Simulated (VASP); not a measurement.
# InAs: single point with PBEsol

**Measured values to compare with.**

A printed reference work, data compilation reports, for a bulk crystal of InAs at 4.2 K: band gap 0.418 eV (direct).

InAs:

```
In As
1.0
     0.00000    3.02536    3.02536
     3.02536    0.00000    3.02536
     3.02536    3.02536    0.00000
In As
1 1
Direct
  0.00000 0.00000 0.00000
  0.25000 0.25000 0.25000
```

* Program: VASP 6.6.1
* Task: single point
* Functional: PBEsol
* Potentials or basis: VASP PAW PBE potentials, release 64 (In_d, As)
* Cutoff: 520 eV
* k mesh: 6 × 6 × 6
* Occupations: gaussian, width 0.1 eV
* Spin: no spin polarisation
* Dipole correction: no
* Further INCAR settings: ALGO = Normal; EDIFF = 1e-07; NBANDS = 16

The pressure is 1.2 GPa and the band gap on the k mesh is zero (filled and empty bands touch).

Levels at points of the mesh, in eV from the Fermi level:
| k point | band 5 | band 6 | band 7 | band 8 | band 9 | band 10 | band 11 | band 12 | band 13 | band 14 |
| --- | --- | --- | --- | --- | --- | --- | --- | --- | --- | --- |
| (0.00, 0.00, 0.00) | -14.24 | -11.91 | -0.33 | -0.03 | -0.03 | -0.03 | 3.82 | 3.82 | 3.82 | 7.28 |
| (0.50, 0.00, 0.00) | -14.23 | -10.43 | -5.84 | -1.03 | -1.03 | 0.84 | 4.59 | 4.59 | 6.68 | 8.87 |
| (0.50, 0.50, 0.00) | -14.22 | -9.88 | -5.91 | -2.37 | -2.37 | 1.41 | 1.95 | 9.03 | 9.17 | 9.17 |

It took 11 s on 1 thread of Intel Xeon 6975P-C (shared host), peak memory 0.18 GiB.

Against the measured gap of InAs, 0.418 eV (direct; 4.2 K; a printed reference work, data compilation), the calculated 0.00 eV is off by -0.42 eV. Spin-orbit coupling on As, In is left out. The value is that of PBEsol on a finite k mesh, which can miss the band edges, without temperature or zero-point motion. Semilocal functionals fall short of measured gaps as a rule.

Caveat: the PAW data sets were made with another functional, which shifts forces and pressure a little; spin-orbit coupling is left out, which moves the levels of the heavy elements.
